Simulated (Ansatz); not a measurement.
## Ta2N under changes of volume

One of the cells (13.622 Å³/atom); the others are scaled copies at fixed shape and fractional positions:

```xyz
3
Lattice="3.1129 0.0000 0.0000 -1.5564 2.6958 0.0000 0.0000 0.0000 4.8698" Properties=species:S:1:pos:R:3 pbc="T T T"
Ta    0.0000    1.7972    1.2404
Ta    1.5564    0.8986    3.6294
N     0.0000    0.0000    0.0000
```

The cell comes from a database or a generator and needn't be the stable form of this composition.

* Program: Ansatz 0.2.0
* Functional: PBE
* Potentials or basis: Ansatz PAW
* Cutoff: 420 eV (not typed: the program's choice for these potentials)
* k mesh: 10 × 10 × 6
* Occupations: fermi-dirac, width 0.05 eV
* Spin: no spin polarisation

| volume (Å³/atom) | energy over the lowest point (meV/atom) | pressure (GPa) | largest force (eV/Å) |
| --- | --- | --- | --- |
| 12.805 | ? | ? | ? |
| 13.077 | 15.80 | 11.0 | 0.223 |
| 13.350 | 2.67 | 4.6 | 0.097 |
| 13.622 | 0.00 | -1.3 | 0.018 |
| 13.895 | 6.72 | -6.5 | 0.123 |
| 14.167 | 21.88 | -11.2 | 0.219 |
| 14.439 | 44.62 | -15.4 | 0.307 |

Question: What does the run at 12.805 Å³/atom give?

Answer: Energy over the lowest point 40.55 meV/atom; pressure 18.3 GPa; largest force 0.362 eV/Å.

Worked out: A Birch-Murnaghan fit of order 3 (a polynomial in V^(-2/3)) to the other rows has its minimum at 13.56 Å³/atom with B0 = V·E''(V) = 281 GPa and B' = 4.2 at fixed shape and positions, which overstates the stiffness. It gives 40.45 meV/atom at 12.805 Å³/atom, against the run's 40.55, and -dE/dV = 18.2 GPa, against 18.3.

Energies are extrapolated to zero smearing.
